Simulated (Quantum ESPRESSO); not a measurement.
# BeTe (F-43m) in Quantum ESPRESSO: a series of runs, part 2 of 2

Quantum ESPRESSO 7.5.

## (4) Band structure, SCAN

File pw.in:

```
&CONTROL
  calculation = 'scf'
  prefix = 'pwscf'
  outdir = './tmp'
  pseudo_dir = './pseudo'
  tprnfor = .true.
  tstress = .true.
  disk_io = 'low'
/
&SYSTEM
  ibrav = 0
  A = 3.91737157
  nat = 2
  ntyp = 2
  ecutwfc = 70
  nbnd = 16
  input_dft = 'scan'
  occupations = 'smearing'
  smearing = 'fd'
  degauss = 0.00367493
  nosym = .true.
/
&ELECTRONS
  conv_thr = 1d-08
  electron_maxstep = 120
  mixing_beta = 0.5
/
ATOMIC_SPECIES
Te   127.6000 Te_ONCV_PBE-1.2.upf
Be     9.0122 Be_ONCV_PBE-1.2.upf
CELL_PARAMETERS alat
   0.0000000000    0.7071067808    0.7071067808
   0.7071067808    0.0000000000    0.7071067808
   0.7071067808    0.7071067808    0.0000000000
ATOMIC_POSITIONS alat
Te     1.0606601712    1.0606601712    1.0606601712
Be     0.0000000000    0.0000000000    0.0000000000
K_POINTS automatic
6 6 6 0 0 0
```

File bands.in:

```
&CONTROL
  calculation = 'bands'
  prefix = 'pwscf'
  outdir = './tmp'
  pseudo_dir = './pseudo'
  disk_io = 'low'
  verbosity = 'high'
/
&SYSTEM
  ibrav = 0
  A = 3.91737157
  nat = 2
  ntyp = 2
  ecutwfc = 70
  nbnd = 16
  input_dft = 'scan'
  occupations = 'smearing'
  smearing = 'fd'
  degauss = 0.00367493
  nosym = .true.
/
&ELECTRONS
  conv_thr = 1d-08
  electron_maxstep = 120
  mixing_beta = 0.5
  diago_full_acc = .true.
  startingwfc = 'random'
/
ATOMIC_SPECIES
Te   127.6000 Te_ONCV_PBE-1.2.upf
Be     9.0122 Be_ONCV_PBE-1.2.upf
CELL_PARAMETERS alat
   0.0000000000    0.7071067808    0.7071067808
   0.7071067808    0.0000000000    0.7071067808
   0.7071067808    0.7071067808    0.0000000000
ATOMIC_POSITIONS alat
Te     1.0606601712    1.0606601712    1.0606601712
Be     0.0000000000    0.0000000000    0.0000000000
K_POINTS crystal
60
 0.0000000000  0.0000000000  0.0000000000 1
 0.0625000000  0.0000000000  0.0625000000 1
 0.1250000000  0.0000000000  0.1250000000 1
 0.1875000000  0.0000000000  0.1875000000 1
 0.2500000000  0.0000000000  0.2500000000 1
 0.3125000000  0.0000000000  0.3125000000 1
 0.3750000000  0.0000000000  0.3750000000 1
 0.4375000000  0.0000000000  0.4375000000 1
 0.5000000000  0.0000000000  0.5000000000 1
 0.5000000000  0.0625000000  0.5625000000 1
 0.5000000000  0.1250000000  0.6250000000 1
 0.5000000000  0.1875000000  0.6875000000 1
 0.5000000000  0.2500000000  0.7500000000 1
 0.4375000000  0.3125000000  0.7500000000 1
 0.3750000000  0.3750000000  0.7500000000 1
 0.3375000000  0.3375000000  0.6750000000 1
 0.3000000000  0.3000000000  0.6000000000 1
 0.2625000000  0.2625000000  0.5250000000 1
 0.2250000000  0.2250000000  0.4500000000 1
 0.1875000000  0.1875000000  0.3750000000 1
 0.1500000000  0.1500000000  0.3000000000 1
 0.1125000000  0.1125000000  0.2250000000 1
 0.0750000000  0.0750000000  0.1500000000 1
 0.0375000000  0.0375000000  0.0750000000 1
 0.0000000000  0.0000000000  0.0000000000 1
 0.0625000000  0.0625000000  0.0625000000 1
 0.1250000000  0.1250000000  0.1250000000 1
 0.1875000000  0.1875000000  0.1875000000 1
 0.2500000000  0.2500000000  0.2500000000 1
 0.3125000000  0.3125000000  0.3125000000 1
 0.3750000000  0.3750000000  0.3750000000 1
 0.4375000000  0.4375000000  0.4375000000 1
 0.5000000000  0.5000000000  0.5000000000 1
 0.5250000000  0.4500000000  0.5250000000 1
 0.5500000000  0.4000000000  0.5500000000 1
 0.5750000000  0.3500000000  0.5750000000 1
 0.6000000000  0.3000000000  0.6000000000 1
 0.6250000000  0.2500000000  0.6250000000 1
 0.5833333333  0.2500000000  0.6666666667 1
 0.5416666667  0.2500000000  0.7083333333 1
 0.5000000000  0.2500000000  0.7500000000 1
 0.5000000000  0.2857142857  0.7142857143 1
 0.5000000000  0.3214285714  0.6785714286 1
 0.5000000000  0.3571428571  0.6428571429 1
 0.5000000000  0.3928571429  0.6071428571 1
 0.5000000000  0.4285714286  0.5714285714 1
 0.5000000000  0.4642857143  0.5357142857 1
 0.5000000000  0.5000000000  0.5000000000 1
 0.4821428571  0.4821428571  0.5357142857 1
 0.4642857143  0.4642857143  0.5714285714 1
 0.4464285714  0.4464285714  0.6071428571 1
 0.4285714286  0.4285714286  0.6428571429 1
 0.4107142857  0.4107142857  0.6785714286 1
 0.3928571429  0.3928571429  0.7142857143 1
 0.3750000000  0.3750000000  0.7500000000 1
 0.6250000000  0.2500000000  0.6250000000 1
 0.5937500000  0.1875000000  0.5937500000 1
 0.5625000000  0.1250000000  0.5625000000 1
 0.5312500000  0.0625000000  0.5312500000 1
 0.5000000000  0.0000000000  0.5000000000 1
```

Potentials or basis: SG15 PBE 1.2.

On the command line:

```
$ OMP_NUM_THREADS=1 pw.x -in pw.in > pw.out
$ OMP_NUM_THREADS=1 pw.x -in bands.in > bands.out
```

pw.out:

```text
This program is part of the open-source Quantum ESPRESSO suite
     for quantum simulation of materials; please cite
         "P. Giannozzi et al., J. Phys.:Condens. Matter 21 395502 (2009);
         "P. Giannozzi et al., J. Phys.:Condens. Matter 29 465901 (2017);
         "P. Giannozzi et al., J. Chem. Phys. 152 154105 (2020);
     in publications or presentations arising from this work. More details at

     IMPORTANT: XC functional enforced from input :
     Exchange-correlation= SCAN
                           (   0   0   0   0   0 263 267)
     Any further DFT definition will be discarded
     Please, verify this is what you really want

     G-vector sticks info
     --------------------
     sticks:   dense  smooth     PW     G-vecs:    dense   smooth      PW
     Sum        1057    1057    313                22659    22659    3767

     Using Slab Decomposition

     bravais-lattice index     =            0
     lattice parameter (alat)  =       7.4028  a.u.
     unit-cell volume          =     286.8573 (a.u.)^3
     number of atoms/cell      =            2
     number of atomic types    =            2
     number of electrons       =        20.00
     number of Kohn-Sham states=           16
     kinetic-energy cutoff     =      70.0000  Ry
     charge density cutoff     =     280.0000  Ry
     scf convergence threshold =      1.0E-08
     mixing beta               =       0.5000
     number of iterations used =            8  plain     mixing
     Exchange-correlation= SCAN
                           (   0   0   0   0   0 263 267)

     celldm(1)=   7.402759  celldm(2)=   0.000000  celldm(3)=   0.000000
     celldm(4)=   0.000000  celldm(5)=   0.000000  celldm(6)=   0.000000

     crystal axes: (cart. coord. in units of alat)
               a(1) = (   0.000000   0.707107   0.707107 )
               a(2) = (   0.707107   0.000000   0.707107 )
               a(3) = (   0.707107   0.707107   0.000000 )

     reciprocal axes: (cart. coord. in units 2 pi/alat)
               b(1) = ( -0.707107  0.707107  0.707107 )
               b(2) = (  0.707107 -0.707107  0.707107 )
               b(3) = (  0.707107  0.707107 -0.707107 )

     PseudoPot. # 1 for Te read from file:
     Te_ONCV_PBE-1.2.upf
     Pseudo is Norm-conserving, Zval = 16.0
     Generated using ONCVPSP code by D. R. Hamann
     Using radial grid of  602 points,  6 beta functions with:
                l(1) =   0
                l(2) =   0
                l(3) =   1
                l(4) =   1
                l(5) =   2
                l(6) =   2

     PseudoPot. # 2 for Be read from file:
     Be_ONCV_PBE-1.2.upf
     Pseudo is Norm-conserving, Zval =  4.0
     Generated using ONCVPSP code by D. R. Hamann
     Using radial grid of  602 points,  4 beta functions with:
                l(1) =   0
                l(2) =   0
                l(3) =   1
                l(4) =   1

     atomic species   valence    mass     pseudopotential
     Te               16.00   127.60000     Te( 1.00)
     Be                4.00     9.01220     Be( 1.00)

     No symmetry found

   Cartesian axes

     site n.     atom                  positions (alat units)
         1        Te     tau(   1) = (   1.0606602   1.0606602   1.0606602  )
         2        Be     tau(   2) = (   0.0000000   0.0000000   0.0000000  )

     number of k points=   112  Fermi-Dirac smearing, width (Ry)=  0.0037

     Number of k-points >= 100: set verbosity='high' to print them.

     Dense  grid:    22659 G-vectors     FFT dimensions: (  40,  40,  40)

     WARNING: libxc functional with ID  263 depends
      on external parameters: check the user_guide of
      QE if you need to modify them or to check their
      default values.

     Initial potential from superposition of free atoms

     starting charge      19.9363, renormalised to      20.0000
     Starting wfcs are random

     Self-consistent Calculation

     iteration #  1     ecut=    70.00 Ry     beta= 0.50
     Davidson diagonalization with overlap
     ethr =  1.00E-02,  avg # of iterations =  8.2

     total energy              =    -200.47297295 Ry
     estimated scf accuracy    <      61.70334963 Ry

     iteration #  2     ecut=    70.00 Ry     beta= 0.50
     Davidson diagonalization with overlap
     ethr =  1.00E-02,  avg # of iterations =  1.0

     total energy              =    -200.72900673 Ry
     estimated scf accuracy    <      17.25748853 Ry

     iteration #  3     ecut=    70.00 Ry     beta= 0.50
     Davidson diagonalization with overlap
     ethr =  1.00E-02,  avg # of iterations =  1.0

     total energy              =    -200.76285339 Ry
     estimated scf accuracy    <       0.03473028 Ry

     iteration #  4     ecut=    70.00 Ry     beta= 0.50
     Davidson diagonalization with overlap
     ethr =  1.74E-04,  avg # of iterations =  3.4

     total energy              =    -200.76354175 Ry
     estimated scf accuracy    <       0.00355368 Ry

     iteration #  5     ecut=    70.00 Ry     beta= 0.50
     Davidson diagonalization with overlap
     ethr =  1.78E-05,  avg # of iterations =  4.3
[... 8 lines left out ...]
     total energy              =    -200.76361219 Ry
     estimated scf accuracy    <       0.00000676 Ry

     iteration #  7     ecut=    70.00 Ry     beta= 0.50
     Davidson diagonalization with overlap
     ethr =  3.38E-08,  avg # of iterations =  1.6

     total energy              =    -200.76361264 Ry
     estimated scf accuracy    <       0.00000043 Ry

     iteration #  8     ecut=    70.00 Ry     beta= 0.50
     Davidson diagonalization with overlap
     ethr =  2.17E-09,  avg # of iterations =  1.7

     total energy              =    -200.76361267 Ry
     estimated scf accuracy    <       0.00000009 Ry

     iteration #  9     ecut=    70.00 Ry     beta= 0.50
     Davidson diagonalization with overlap
     ethr =  4.54E-10,  avg # of iterations =  1.3

     End of self-consistent calculation

     Number of k-points >= 100: set verbosity='high' to print the bands.

     the Fermi energy is     9.8490 ev

!    total energy              =    -200.76361268 Ry
     estimated scf accuracy    <          3.6E-09 Ry
     smearing contrib. (-TS)   =      -0.00000000 Ry
     internal energy E=F+TS    =    -200.76361268 Ry

     The total energy is F=E-TS. E is the sum of the following terms:
     one-electron contribution =     -97.95924170 Ry
     hartree contribution      =      48.19014563 Ry
     xc contribution           =     -22.06915389 Ry
     ewald contribution        =    -128.92536271 Ry

     convergence has been achieved in   9 iterations

     Forces acting on atoms (cartesian axes, Ry/au):

     atom    1 type  1   force =     0.00000014   -0.00000024    0.00000094
     atom    2 type  2   force =    -0.00000014    0.00000024   -0.00000094

     Total force =     0.000001     Total SCF correction =     0.000002
     SCF correction compared to forces is large: reduce conv_thr to get better values

     Computing stress (Cartesian axis) and pressure

          total   stress  (Ry/bohr**3)                   (kbar)     P=       17.05
   0.00011589   0.00000000  -0.00000000           17.05        0.00       -0.00
   0.00000000   0.00011590  -0.00000000            0.00       17.05       -0.00
  -0.00000000  -0.00000000   0.00011589           -0.00       -0.00       17.05

=------------------------------------------------------------------------------=
   JOB DONE.
=------------------------------------------------------------------------------=
```

Run time: 3.4 min. Hardware: 1 thread of AMD EPYC 7B13 (Zen 3), shared host; peak memory 0.13 GiB.

Results:

```
Free energy             : -2731.5281 eV
Pressure                : 1.7 GPa
Band gap on the k mesh  : 2.31 eV, indirect (least direct gap 4.14 eV)
Band gap along the path : 2.31 eV, indirect (least direct gap 4.14 eV)
```

Levels at the corners of the path, in eV from the valence-band top:
```tsv
point	band 6	band 7	band 8	band 9	band 10	band 11	band 12	band 13	band 14	band 15
Γ	-35.42	-13.07	0.00	0.00	0.00	4.14	4.14	4.14	4.75	9.47
X	-35.41	-11.03	-5.44	-2.86	-2.86	2.31	3.22	10.96	10.96	12.95
W	-35.41	-10.99	-4.85	-3.98	-3.45	5.80	6.22	6.35	7.17	12.30
K	-35.41	-11.06	-5.05	-4.18	-2.41	3.17	5.96	8.87	9.27	10.20
Γ	-35.42	-13.07	0.00	0.00	0.00	4.14	4.14	4.14	4.75	9.47
L	-35.41	-11.58	-5.93	-1.22	-1.22	3.82	5.17	5.17	8.64	12.11
U	-35.41	-11.06	-5.05	-4.18	-2.41	3.17	5.96	8.87	9.27	10.20
W	-35.41	-10.99	-4.85	-3.98	-3.45	5.80	6.22	6.35	7.17	12.30
L	-35.41	-11.58	-5.93	-1.22	-1.22	3.82	5.17	5.17	8.64	12.11
K	-35.41	-11.06	-5.05	-4.18	-2.41	3.17	5.96	8.87	9.27	10.20
U	-35.41	-11.06	-5.05	-4.18	-2.41	3.17	5.96	8.87	9.27	10.20
X	-35.41	-11.03	-5.44	-2.86	-2.86	2.31	3.22	10.96	10.96	12.95
```

Caveat: the potentials were made for another functional, which shifts forces and pressure; spin-orbit coupling is left out, which moves the levels of the heavy elements.

## (5) Band structure, BLYP

Edit pw.in of step 4 so:

```diff
@@ -16,3 +16,3 @@
   nbnd = 16
-  input_dft = 'scan'
+  input_dft = 'blyp'
   occupations = 'smearing'
@@ -20,6 +20,5 @@
   degauss = 0.00367493
-  nosym = .true.
 /
 &ELECTRONS
-  conv_thr = 1d-08
+  conv_thr = 4d-10
   electron_maxstep = 120
@@ -38,2 +37,2 @@
 K_POINTS automatic
-6 6 6 0 0 0
+8 8 8 0 0 0
```

Edit bands.in of step 4 so:

```diff
@@ -15,3 +15,3 @@
   nbnd = 16
-  input_dft = 'scan'
+  input_dft = 'blyp'
   occupations = 'smearing'
@@ -19,3 +19,2 @@
   degauss = 0.00367493
-  nosym = .true.
 /
```

On the command line:

```
$ OMP_NUM_THREADS=1 pw.x -in pw.in > pw.out
$ OMP_NUM_THREADS=1 pw.x -in bands.in > bands.out
```

Run time: 32 s. Hardware: 1 thread of AMD EPYC 7B13 (Zen 3), shared host; peak memory 0.1 GiB.

The run converged. Its results:

```
Free energy             : -2738.5044 eV
Pressure                : 7.0 GPa
Band gap on the k mesh  : 2.15 eV, indirect (least direct gap 3.71 eV)
Band gap along the path : 2.15 eV, indirect (least direct gap 3.71 eV)
```

Levels at the corners of the path, in eV from the valence-band top:
```tsv
point	band 7	band 8	band 9	band 10	band 11	band 12	band 13	band 14
Γ	-12.58	0.00	0.00	0.00	3.71	3.71	3.71	4.38
X	-10.63	-5.27	-2.76	-2.76	2.15	2.81	10.11	10.11
W	-10.59	-4.71	-3.84	-3.33	5.58	5.74	5.86	6.51
K	-10.65	-4.90	-4.03	-2.33	2.88	5.51	8.20	8.62
Γ	-12.58	0.00	0.00	0.00	3.71	3.71	3.71	4.38
L	-11.16	-5.72	-1.19	-1.19	3.38	4.74	4.74	8.23
U	-10.65	-4.90	-4.03	-2.33	2.88	5.51	8.20	8.62
W	-10.59	-4.71	-3.84	-3.33	5.58	5.74	5.86	6.51
L	-11.16	-5.72	-1.19	-1.19	3.38	4.74	4.74	8.23
K	-10.65	-4.90	-4.03	-2.33	2.88	5.51	8.20	8.62
U	-10.65	-4.90	-4.03	-2.33	2.88	5.51	8.20	8.62
X	-10.63	-5.27	-2.76	-2.76	2.15	2.81	10.11	10.11
```

Caveat: the potentials were made for another functional, which shifts forces and pressure; spin-orbit coupling is left out, which moves the levels of the heavy elements. BLYP gaps usually lie below the measured ones, often by a third to a half.

## (6) The runs side by side

| level | k mesh | SCF threshold | symmetry | gap on the mesh (eV) | pressure (GPa) |
| --- | --- | --- | --- | --- | --- |
| AM05 | 8 × 8 × 8 | 4e-10 Ry | - | 1.85 | 2.3 |
| r2SCAN | 6 × 6 × 6 | 1e-08 Ry | off | 2.37 | 3.4 |
| SCAN | 6 × 6 × 6 | 1e-08 Ry | off | 2.31 | 1.7 |
| BLYP | 8 × 8 × 8 | 4e-10 Ry | - | 2.15 | 7.0 |

Alike in all rows: task band structure; potentials or basis SG15 PBE 1.2; no spin polarisation; cell as given; cutoff (eV) 952; smearing fermi-dirac 0.05 eV.

On the cell as given the gap runs from 1.85 eV (AM05) to 2.37 eV (r2SCAN); the meshes differ, which moves gaps too. The pressure there spans 1.7 GPa (SCAN) to 7.0 GPa (BLYP); a positive pressure means that this level wants a larger cell, a negative one a smaller.

Caveats: the potentials were made for another functional, which shifts forces and pressure; spin-orbit coupling is left out, which moves the levels of the heavy elements.

Total energies depend on the potentials used, so only differences within one code and one set of settings carry meaning.
